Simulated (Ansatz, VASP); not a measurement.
**CaSe in VASP and in Ansatz**

Contents of INCAR:

```
  ALGO = Normal
  EDIFF = 1E-7
  ENCUT = 520
  GGA = PS
  ISIF = 2
  ISMEAR = -1
  LASPH = T
  LCHARG = T
  LELF = T
  LREAL = F
  LVHAR = T
  LWAVE = F
  NBANDS = 15
  NELM = 60
  PREC = Accurate
  SIGMA = 0.05
```

File KPOINTS:

```
k-points
0
Gamma
  8 8 8
```

POSCAR

```
CaSe
1.0
    0.0000000000      2.8956565374      2.8956565374
    2.8956565374      0.0000000000      2.8956565374
    2.8956565374      2.8956565374      0.0000000000
Se Ca
1 1
Direct
    0.5000000000      0.5000000000      0.5000000000
    0.0000000000      0.0000000000      0.0000000000
```

Contents of input.yaml:

```yaml
crystal:
  lattice:
    - [0.0, 2.8956565374, 2.8956565374]
    - [2.8956565374, 0.0, 2.8956565374]
    - [2.8956565374, 2.8956565374, 0.0]
  atoms:
    - { symbol: Se, position: [0.5, 0.5, 0.5] }
    - { symbol: Ca, position: [0.0, 0.0, 0.0] }
kpoints:
  mp_grid: { grid: [8, 8, 8] }
scf:
  occupations: { method: fermi_dirac, width: 0.05 }
hamiltonian:
  xc: pbesol
  pseudopotentials: { kind: all_electron, lapw: { basis_error: 0.0005 } }
output:
  forces: true
  stress: true
  eigenvalues: true
```

Change from the starting cell: volume scaled by 0.94.

Alike in both runs: task single point; functional PBEsol; k mesh 8 × 8 × 8; occupations fermi-dirac, width 0.05 eV; no spin polarisation.

|  | VASP | Ansatz |
| --- | --- | --- |
| version | VASP 6.6.1 | Ansatz 0.2.0 |
| potentials or method | VASP PAW PBE potentials, release 64 (Se, Ca_sv) | all-electron LAPW, scalar-relativistic |
| plane-wave cutoff (eV) | 520 | see its input |

Ansatz gave:

```
gap on the k mesh at the Fermi level (eV) : 1.77
least direct gap on the mesh (eV)         : 2.78
pressure (GPa)                            : 2.2
```

**Question.** What did VASP give for the same quantities?

**Answer.** gap on the k mesh at the Fermi level (eV): 1.76; least direct gap on the mesh (eV): 2.76; pressure (GPa): 2.5.

Ansatz ran all-electron here, so the differences hold the error of VASP's frozen core and of both bases.

Caveats: the PAW data sets were made with another functional, which shifts forces and pressure a little (VASP). A k mesh can miss the band edges.
